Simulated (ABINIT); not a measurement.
# Ni (Fm-3m) in ABINIT: settings compared

The runs below take Ni through single point, with WC, PBE.

Program: ABINIT 10.8.3 (patched build). These are calculated values, not measurements. Logs are shortened: lines on timing, memory, paths and dates and some standing lists are left out, and cuts for length are marked. The log counts tension as positive stress, the text compression.

### Step 1. Starting point

Symmetry: Fm-3m, No. 225, cubic system. Conventional cell: a = 3.475 Å, b = 3.475 Å, c = 3.475 Å, α = 90.00°, β = 90.00°, γ = 90.00°. Ni (site symmetry m-3m) has 12 Ni at 2.46 Å as nearest neighbours.

### Step 2. Single point, WC, collinear spin, ferromagnetic start

The input, run.abi:

```
# Pseudopotentials
pp_dirpath "./"
pseudos "Ni.GGA_PBE-JTH.xml"

# Structure
acell 2.4572992075 2.4572992075 2.4572992075 Angstrom
rprim
     0.0000000000     0.7071067812     0.7071067812
     0.7071067812     0.0000000000     0.7071067812
     0.7071067812     0.7071067812     0.0000000000
ntypat 1
znucl 28
natom 1
typat 1
xred
     0.0000000000     0.0000000000     0.0000000000

# Plane-wave basis
ecut 1333.357926 eV
pawecutdg 73.5
pawxcdev 0

# k points
kptopt 1
ngkpt 13 13 13
nshiftk 1
shiftk 0.0 0.0 0.0

# Exchange and correlation
ixc 23

# Bands and occupations
nband 14
occopt 3
tsmear 0.05 eV

# Spin
nsppol 2
spinat
     0.0000000000     0.0000000000     1.0000000000

# SCF cycle
nstep 100
tolvrs 1.0e-9

# Output
iomode 3
prtwf 0
prtden 0
prteig 0
prtebands 0
```

Potentials or basis: JTH PAW PBE v2.0.

Started as:

```sh
$ abinit run.abi > log 2>&1
```

run.abo:

```text
.Version 10.8.3 of ABINIT
 Symmetries : space group Fm -3 m (#225); Bravais cF (face-center cubic)
================================================================================
 Values of the parameters that define the memory need of the present run
     intxc =       0    ionmov =       0      iscf =      17    lmnmax =      18
     lnmax =       6     mgfft =      30  mpssoang =       3    mqgrid =    3001
     natom =       1  nloc_mem =       2    nspden =       2   nspinor =       1
    nsppol =       2      nsym =      48    n1xccc =       1    ntypat =       1
    occopt =       3   xclevel =       2
       mpw =        1185          nfft =       27000          nkpt =          84
 PAW method is used; the additional fine FFT grid is defined by:
   mgfftf=        36    nfftf =     46656
================================================================================
================================================================================

--------------------------------------------------------------------------------
------------- Echo of variables that govern the present computation ------------
--------------------------------------------------------------------------------
 -outvars: echo values of preprocessed input variables --------
            acell      4.6436225116E+00  4.6436225116E+00  4.6436225116E+00 Bohr
              amu      5.86900000E+01
             ecut      4.90000000E+01 Hartree
                       outvar_i_n : Printing only first  50 k-points.
              ixc          23
                       outvar_i_n : Printing only first  50 k-points.
         kptrlatt       13    0    0      0   13    0      0    0   13
          kptrlen      6.03670927E+01
            natom           1
            nband          14
            ngfft          30      30      30
          ngfftdg          36      36      36
             nkpt          84
           nspden           2
           nsppol           2
            nstep         100
             nsym          48
           ntypat           1
                       prtocc : prtvol=0, do not print more k-points.
                       1.000000  1.000000  1.000000  1.000000  1.000000  1.000000
                       1.000000  1.000000  1.000000  0.000000  0.000000  0.000000
                       0.000000  0.000000
                       1.000000  1.000000  1.000000  1.000000  1.000000  1.000000
                       1.000000  1.000000  1.000000  0.000000  0.000000  0.000000
                       0.000000  0.000000
                       1.000000  1.000000  1.000000  1.000000  1.000000  1.000000
                       1.000000  1.000000  1.000000  0.000000  0.000000  0.000000
                       0.000000  0.000000
                       1.000000  1.000000  1.000000  1.000000  1.000000  1.000000
                       1.000000  1.000000  1.000000  0.000000  0.000000  0.000000
                       0.000000  0.000000
                       1.000000  1.000000  1.000000  1.000000  1.000000  1.000000
                       1.000000  1.000000  1.000000  0.000000  0.000000  0.000000
                       0.000000  0.000000
                       1.000000  1.000000  1.000000  1.000000  1.000000  1.000000
                       1.000000  1.000000  1.000000  0.000000  0.000000  0.000000
[... 118 lines left out ...]
                       1.000000  1.000000  1.000000  1.000000  1.000000  1.000000
                       1.000000  1.000000  1.000000  0.000000  0.000000  0.000000
                       0.000000  0.000000
                       1.000000  1.000000  1.000000  1.000000  1.000000  1.000000
                       1.000000  1.000000  1.000000  0.000000  0.000000  0.000000
                       0.000000  0.000000
                       1.000000  1.000000  1.000000  1.000000  1.000000  1.000000
                       1.000000  1.000000  1.000000  0.000000  0.000000  0.000000
                       0.000000  0.000000
                       1.000000  1.000000  1.000000  1.000000  1.000000  1.000000
                       1.000000  1.000000  1.000000  0.000000  0.000000  0.000000
                       0.000000  0.000000
                       1.000000  1.000000  1.000000  1.000000  1.000000  1.000000
                       1.000000  1.000000  1.000000  0.000000  0.000000  0.000000
                       0.000000  0.000000
                       prtocc : prtvol=0, do not print more k-points.
           occopt           3
        pawecutdg      7.35000000E+01 Hartree
         pawxcdev           0
           prtden           0
        prtebands           0
           prteig           0
            prtwf           0
            rprim      0.0000000000E+00  7.0710678120E-01  7.0710678120E-01
                       7.0710678120E-01  0.0000000000E+00  7.0710678120E-01
                       7.0710678120E-01  7.0710678120E-01  0.0000000000E+00
          spgroup         225
           spinat      0.0000000000E+00  0.0000000000E+00  1.0000000000E+00
           tolvrs      1.00000000E-09
           tsmear      1.83746611E-03 Hartree
            typat      1
           useylm           1
                       outvars : Printing only first  50 k-points.
[... 84 lines left out ...]
- [  0.0000000,   3.2835370,   3.2835370, ]
- [  3.2835370,   0.0000000,   3.2835370, ]
- [  3.2835370,   3.2835370,   0.0000000, ]
lattice_lengths: [   4.64362,    4.64362,    4.64362, ]
lattice_angles: [ 60.000,  60.000,  60.000, ] # degrees, (23, 13, 12)
lattice_volume:   7.0803663E+01
convergence: {deltae: -3.922E-12, res2:  1.769E-10, residm:  3.564E-05, diffor: null, }
etotal    :  -1.70891034E+02
entropy   :   0.00000000E+00
fermie    :   4.38274236E-01
cartesian_stress_tensor: # hartree/bohr^3
- [  2.41239309E-05,   0.00000000E+00,   0.00000000E+00, ]
- [  0.00000000E+00,   2.41239309E-05,   0.00000000E+00, ]
- [  0.00000000E+00,   0.00000000E+00,   2.41239309E-05, ]
pressure_GPa:  -7.0975E-01
xred      :
- [  0.0000E+00,   0.0000E+00,   0.0000E+00, Ni]
cartesian_forces: # hartree/bohr
- [ -0.00000000E+00,  -0.00000000E+00,  -0.00000000E+00, ]
force_length_stats: {min:   0.00000000E+00, max:   0.00000000E+00, mean:   0.00000000E+00, }
...

 Integrated electronic and magnetization densities in atomic spheres:
 ------------------------------------------------------------------------------------------------------------
 Radius=ratsph(iatom), smearing ratsm=  0.0000. Diff(up-dn)=approximate z local magnetic moment.
    Atom    Radius    up_density   dn_density  Total(up+dn)  Diff(up-dn)
    1 Ni   1.81432     8.253206     7.592275     15.845481     0.660931
 ------------------------------------------------------------------------------------------------------------
  Sum:                 8.253206     7.592275     15.845481     0.660931
 Total magnetization (from the atomic spheres):                0.660931
 Total magnetization (exact up - dn):                          0.626699

================================================================================

 ----iterations are completed or convergence reached----

 Mean square residual over all n,k,spin=   21.875E-09; max=  35.645E-06
 reduced coordinates (array xred) for    1 atoms
       0.000000000000      0.000000000000      0.000000000000
 rms dE/dt=  0.0000E+00; max dE/dt=  0.0000E+00; dE/dt below (all hartree)
    1       0.000000000000      0.000000000000      0.000000000000

 cartesian coordinates (angstrom) at end:
    1      0.00000000000000     0.00000000000000     0.00000000000000

 cartesian forces (hartree/bohr) at end:
    1     -0.00000000000000    -0.00000000000000    -0.00000000000000
 frms,max,avg= 0.0000000E+00 0.0000000E+00   0.000E+00  0.000E+00  0.000E+00 h/b

 cartesian forces (eV/Angstrom) at end:
    1     -0.00000000000000    -0.00000000000000    -0.00000000000000
 frms,max,avg= 0.0000000E+00 0.0000000E+00   0.000E+00  0.000E+00  0.000E+00 e/A
 length scales=  4.643622511585  4.643622511585  4.643622511585 bohr
              =  2.457299207500  2.457299207500  2.457299207500 angstroms
 Fermi (or HOMO) energy (hartree) =   0.43827   Average Vxc (hartree)=  -0.50192
 Magnetization (Bohr magneton)=  6.26698726E-01
 Total spin up =  9.31334936E+00   Total spin down =  8.68665064E+00
 Eigenvalues (hartree) for nkpt=  84  k points, SPIN UP:
 kpt#   1, nband= 14, wtk=  0.00046, kpt=  0.0000  0.0000  0.0000 (reduced coord)
  -3.36498   -1.90876   -1.90876   -1.90876    0.09168    0.34477    0.34477    0.34477
   0.39086    0.39086    1.31440    1.46641    1.46641    1.46641
      occupation numbers for kpt#   1
   1.00000    1.00000    1.00000    1.00000    1.00000    1.00000    1.00000    1.00000
   1.00000    1.00000    0.00000    0.00000    0.00000    0.00000
 prteigrs : prtvol=0 or 1, do not print more k-points.

 Eigenvalues (hartree) for nkpt=  84  k points, SPIN DOWN:
 kpt#   1, nband= 14, wtk=  0.00046, kpt=  0.0000  0.0000  0.0000 (reduced coord)
  -3.33487   -1.87940   -1.87940   -1.87940    0.09184    0.37160    0.37160    0.37160
   0.41243    0.41243    1.31053    1.46705    1.46705    1.46705
      occupation numbers for kpt#   1
   1.00000    1.00000    1.00000    1.00000    1.00000    1.00000    1.00000    1.00000
   1.00000    1.00000    0.00000    0.00000    0.00000    0.00000
 prteigrs : prtvol=0 or 1, do not print more k-points.

--- !EnergyTerms
iteration_state     : {dtset: 1, }
comment             : Components of total free energy in Hartree
kinetic             :  2.89311640621714E+01
hartree             :  3.91732350187381E+01
xc                  : -6.63747436354484E+00
Ewald energy        : -1.13101765475609E+02
psp_core            :  5.59096075346488E+00
local_psp           : -1.18973796604145E+02
PAW spherical_terms : -5.87289819357715E+00
internal            : -1.70890574802502E+02
'-kT*entropy'       : -4.66575935578331E-04
total_energy        : -1.70891041378438E+02
total_energy_eV     : -4.65018213292659E+03
...

--- !EnergyTermsDC
iteration_state     : {dtset: 1, }
comment             : '"Double-counting" decomposition of free energy'
band_energy         : -1.46012014543686E+01
Ewald energy        : -1.13101765475609E+02
psp_core            :  5.59096075346488E+00
xc_dc               : -3.71395329899481E+01
PAW spherical_terms : -1.16390287083274E+01
internal            : -1.70890567874789E+02
'-kT*entropy'       : -4.66575935578331E-04
total_energy_dc     : -1.70891034450724E+02
total_energy_dc_eV  : -4.65018194441390E+03
...

--- !EnergyTermsWithPAWCore
iteration_state     : {dtset: 1, }
comment             : 'Components of total free energy, including PAW core contributions'
Total energy        : -1.52038365206708E+03
Total energy DC     : -1.52038364513937E+03
Total energy (eV)   : -4.13717467984725E+04
Total energy DC (eV): -4.13717466099598E+04
...

 Cartesian components of stress tensor (hartree/bohr^3)
  sigma(1 1)=  2.41239309E-05  sigma(3 2)=  0.00000000E+00
  sigma(2 2)=  2.41239309E-05  sigma(3 1)=  0.00000000E+00
  sigma(3 3)=  2.41239309E-05  sigma(2 1)=  0.00000000E+00

-Cartesian components of stress tensor (GPa)         [Pressure= -7.0975E-01 GPa]
- sigma(1 1)=  7.09750552E-01  sigma(3 2)=  0.00000000E+00
- sigma(2 2)=  7.09750552E-01  sigma(3 1)=  0.00000000E+00
- sigma(3 3)=  7.09750552E-01  sigma(2 1)=  0.00000000E+00

== END DATASET(S) ==============================================================
================================================================================

 -outvars: echo values of variables after computation  --------
            acell      4.6436225116E+00  4.6436225116E+00  4.6436225116E+00 Bohr
           etotal     -1.7089103445E+02
            fcart     -0.0000000000E+00 -0.0000000000E+00 -0.0000000000E+00
            rprim      0.0000000000E+00  7.0710678120E-01  7.0710678120E-01
                       7.0710678120E-01  0.0000000000E+00  7.0710678120E-01
                       7.0710678120E-01  7.0710678120E-01  0.0000000000E+00
           strten      2.4123930929E-05  2.4123930929E-05  2.4123930929E-05
                       0.0000000000E+00  0.0000000000E+00  0.0000000000E+00
 Calculation completed.
```

Run time: 73 s. Hardware: 1 thread of Intel Xeon Platinum 8488C (Sapphire Rapids), shared host; peak memory 0.17 GiB.

What came out:

```
Free energy                                           : -4650.1819 eV
Pressure                                              : -0.7 GPa
Band gap on the k mesh                                : none (metal or under the smearing width)
Net moment                                            : 0.63 μB per cell
Site moments                                          : Ni +0.66 μB
Valence electrons inside the program's atomic spheres : Ni 15.85 (radii [0.9601] Å)
```

Levels at points of the mesh, in eV from the Fermi level:
Spin up:
```tsv
k point	band 6	band 7	band 8	band 9	band 10	band 11	band 12	band 13
(0.00, 0.00, 0.00)	-2.54	-2.54	-2.54	-1.29	-1.29	23.84	27.98	27.98
```
Spin down:
| k point | band 5 | band 6 | band 7 | band 8 | band 9 | band 10 | band 11 | band 12 | band 13 | band 14 |
| --- | --- | --- | --- | --- | --- | --- | --- | --- | --- | --- |
| (0.00, 0.00, 0.00) | -9.43 | -1.81 | -1.81 | -1.81 | -0.70 | -0.70 | 23.74 | 27.99 | 27.99 | 27.99 |

Caveat: the PAW data sets were made with another functional, which shifts forces and pressure a little.

### Step 3. Single point, PBE

run.abi, as its differences from that of step 2:

```diff
@@ -18,4 +18,4 @@
 # Plane-wave basis
-ecut 1333.357926 eV
-pawecutdg 73.5
+ecut 1115.666836 eV
+pawecutdg 63.0
 pawxcdev 0
@@ -24,3 +24,3 @@
 kptopt 1
-ngkpt 13 13 13
+ngkpt 8 8 8
 nshiftk 1
@@ -29,13 +29,8 @@
 # Exchange and correlation
-ixc 23
+ixc 11
 
 # Bands and occupations
-nband 14
+nband 13
 occopt 3
 tsmear 0.05 eV
-
-# Spin
-nsppol 2
-spinat
-     0.0000000000     0.0000000000     1.0000000000
```

Potentials or basis: JTH PAW PBE v2.0.

Started as:

```sh
$ abinit run.abi > log 2>&1
```

run.abo:

```text
.Version 10.8.3 of ABINIT
 Symmetries : space group Fm -3 m (#225); Bravais cF (face-center cubic)
================================================================================
 Values of the parameters that define the memory need of the present run
     intxc =       0    ionmov =       0      iscf =      17    lmnmax =      18
     lnmax =       6     mgfft =      30  mpssoang =       3    mqgrid =    3001
     natom =       1  nloc_mem =       2    nspden =       1   nspinor =       1
    nsppol =       1      nsym =      48    n1xccc =       1    ntypat =       1
    occopt =       3   xclevel =       2
       mpw =         905          nfft =       27000          nkpt =          29
 PAW method is used; the additional fine FFT grid is defined by:
   mgfftf=        36    nfftf =     46656
================================================================================
================================================================================

--------------------------------------------------------------------------------
------------- Echo of variables that govern the present computation ------------
--------------------------------------------------------------------------------
 -outvars: echo values of preprocessed input variables --------
            acell      4.6436225116E+00  4.6436225116E+00  4.6436225116E+00 Bohr
              amu      5.86900000E+01
             ecut      4.10000000E+01 Hartree
              ixc          11
         kptrlatt        8    0    0      0    8    0      0    0    8
          kptrlen      3.71489801E+01
            natom           1
            nband          13
            ngfft          30      30      30
          ngfftdg          36      36      36
             nkpt          29
            nstep         100
[... 184 lines left out ...]
band_energy         : -1.45010510103249E+01
Ewald energy        : -1.13101765475609E+02
psp_core            :  5.59096075346530E+00
xc_dc               : -3.72061442186365E+01
PAW spherical_terms : -1.16457977471915E+01
internal            : -1.70863797698297E+02
'-kT*entropy'       : -1.16176973942318E-03
total_energy_dc     : -1.70864959468036E+02
total_energy_dc_eV  : -4.64947240798863E+03
...

--- !EnergyTermsWithPAWCore
iteration_state     : {dtset: 1, }
comment             : 'Components of total free energy, including PAW core contributions'
Total energy        : -1.52079250646787E+03
Total energy DC     : -1.52079250461018E+03
Total energy (eV)   : -4.13828722934908E+04
Total energy DC (eV): -4.13828722429404E+04
...

 Cartesian components of stress tensor (hartree/bohr^3)
  sigma(1 1)= -2.74474369E-04  sigma(3 2)=  0.00000000E+00
  sigma(2 2)= -2.74474369E-04  sigma(3 1)=  0.00000000E+00
  sigma(3 3)= -2.74474369E-04  sigma(2 1)=  0.00000000E+00

-Cartesian components of stress tensor (GPa)         [Pressure=  8.0753E+00 GPa]
- sigma(1 1)= -8.07531473E+00  sigma(3 2)=  0.00000000E+00
- sigma(2 2)= -8.07531473E+00  sigma(3 1)=  0.00000000E+00
- sigma(3 3)= -8.07531473E+00  sigma(2 1)=  0.00000000E+00

== END DATASET(S) ==============================================================
================================================================================

 -outvars: echo values of variables after computation  --------
            acell      4.6436225116E+00  4.6436225116E+00  4.6436225116E+00 Bohr
           etotal     -1.7086495947E+02
            fcart     -0.0000000000E+00 -0.0000000000E+00 -0.0000000000E+00
            rprim      0.0000000000E+00  7.0710678120E-01  7.0710678120E-01
                       7.0710678120E-01  0.0000000000E+00  7.0710678120E-01
                       7.0710678120E-01  7.0710678120E-01  0.0000000000E+00
           strten     -2.7447436870E-04 -2.7447436870E-04 -2.7447436870E-04
                       0.0000000000E+00  0.0000000000E+00  0.0000000000E+00
 Calculation completed.
```

Wall time 10 s (1 thread of Arm Neoverse V2, shared host); peak memory 0.09 GiB.

Results:

```yaml
Free_energy: -4649.4724 eV
Pressure: 8.1 GPa
Band_gap_on_the_k_mesh: none (metal or under the smearing width)
Valence_electrons_inside_the_program's_atomic_spheres: Ni 15.85 (radii [0.9601] Å)
```

Levels at points of the mesh, in eV from the Fermi level:
```
           k point  band 5  band 6  band 7  band 8  band 9  band 10  band 11  band 12  band 13
(0.00, 0.00, 0.00)   -9.22   -1.97   -1.97   -1.97   -0.81    -0.81    23.94    28.21    28.21
(0.50, 0.00, 0.00)   -4.70   -2.03   -2.03   -0.26   -0.02    -0.02     6.27    22.45    25.43
(0.50, 0.50, 0.00)   -4.56   -3.93   -0.03    0.18    0.18     2.58     9.79    15.27    15.27
```

Caveat: the k mesh is coarse (spacing up to 0.39 Å⁻¹), so the values aren't converged; the run has no spin polarisation, though such a crystal can be magnetic.
